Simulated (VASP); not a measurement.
Sn2Ge3: relaxation of cell and atoms with PBE

Sn2Ge3:

```
CELL_PARAMETERS angstrom
4.65620 0.00000 0.00000
-2.32810 4.03239 0.00000
0.00000 0.00000 5.71764
ATOMIC_POSITIONS crystal
Sn 0.66667 0.33333 0.50000
Sn 0.33333 0.66667 0.00000
Ge 0.00000 0.00000 0.74540
Ge 0.00000 0.00000 0.25460
Ge 0.66667 0.33333 0.00000
```

The cell was built by a generator and needn't be a form met in nature.

```yaml
Program: VASP 6.6.1
Task: relaxation of cell and atoms
Functional: PBE
Potentials_or_basis: VASP PAW PBE potentials, release 64 (Sn_d, Ge_d)
Cutoff: 520 eV
k_mesh: 4 × 4 × 3
Occupations: gaussian, width 0.15 eV
Spin: no spin polarisation
Further_INCAR_settings: PREC = Normal; ALGO = Fast; EDIFF = 0.0001; IBRION = 2; EDIFFG = -0.08; NSW = 24; ISIF = 3
```

```
Relaxed volume                         : 24.73 Å³/atom
Relaxed cell                           : a = 4.965 Å, b = 4.965 Å, c = 5.794 Å, α = 90.00°, β = 90.00°, γ = 120.00°
Space group after relaxing (to 0.05 Å) : P-6m2 (No. 187)
Energy gained by relaxing              : 122.7 meV/atom
Ionic steps                            : 8
Pressure after relaxing                : 0.4 GPa
Largest force after relaxing           : 0.078 eV/Å
Band gap on the k mesh                 : none (metal or under the smearing width)
```

Forces on the atoms (eV/Å):
```
Sn   0.000  0.000  0.000
Sn   0.000  0.000  0.000
Ge   0.000  0.000  0.078
Ge   0.000  0.000 -0.078
Ge   0.000  0.000  0.000
```

Stress tensor (GPa, compression positive):
```
0.32 0.00 0.00
0.00 0.32 0.00
0.00 0.00 0.42
```

The path:
| step | energy change (eV) | largest force (eV/Å) | pressure (GPa) | volume (Å³) |
| --- | --- | --- | --- | --- |
| 1 | 0.0000 | 0.2912 | 11.03 | 107.35 |
| 2 | -0.5427 | 0.1485 | -2.55 | 131.88 |
| 3 | -0.6074 | 0.0928 | -0.03 | 124.95 |
| 4 | -0.6071 | 0.1135 | -0.52 | 125.40 |
| 5 | -0.6126 | 0.1003 | -0.36 | 124.94 |
| 6 | -0.6127 | 0.1023 | -0.22 | 124.82 |
| 7 | -0.6127 | 0.1253 | -0.40 | 124.85 |
| 8 | -0.6137 | 0.0782 | 0.36 | 123.67 |

Final structure:
```cif
data_structure
_symmetry_space_group_name_H-M 'P 1'
_symmetry_Int_Tables_number 1
_cell_length_a 4.9646
_cell_length_b 4.9646
_cell_length_c 5.7935
_cell_angle_alpha 90.000
_cell_angle_beta 90.000
_cell_angle_gamma 120.000
_cell_volume 123.67
loop_
_atom_site_label
_atom_site_type_symbol
_atom_site_fract_x
_atom_site_fract_y
_atom_site_fract_z
_atom_site_occupancy
Sn1 Sn 0.66667 0.33333 0.50000 1
Sn2 Sn 0.33333 0.66667 0.00000 1
Ge1 Ge 0.00000 0.00000 0.74565 1
Ge2 Ge 0.00000 0.00000 0.25435 1
Ge3 Ge 0.66667 0.33333 0.00000 1
```

Levels at points of the mesh, in eV from the Fermi level:
| k point | band 32 | band 33 | band 34 | band 35 | band 36 | band 37 | band 38 | band 39 |
| --- | --- | --- | --- | --- | --- | --- | --- | --- |
| (0.00, 0.00, 0.00) | -2.55 | -1.80 | -1.80 | -1.33 | -0.81 | 1.33 | 1.33 | 1.85 |
| (0.50, 0.00, 0.00) | -3.68 | -3.31 | -0.01 | 0.23 | 0.66 | 0.77 | 2.17 | 3.33 |

Run time: 92 s on 1 thread of Intel(R) Xeon(R) Platinum 8375C CPU @ 2.90GHz (Ice Lake), on a shared host, peak memory 0.18 GiB.

Caveat: the k mesh is coarse (spacing up to 0.39 Å⁻¹), so the values aren't converged; the volume moved by over 15 % at a fixed basis, so the end points are rough; the relaxation stopped at a loose force limit of 0.08 eV/Å, so its end isn't a converged minimum.
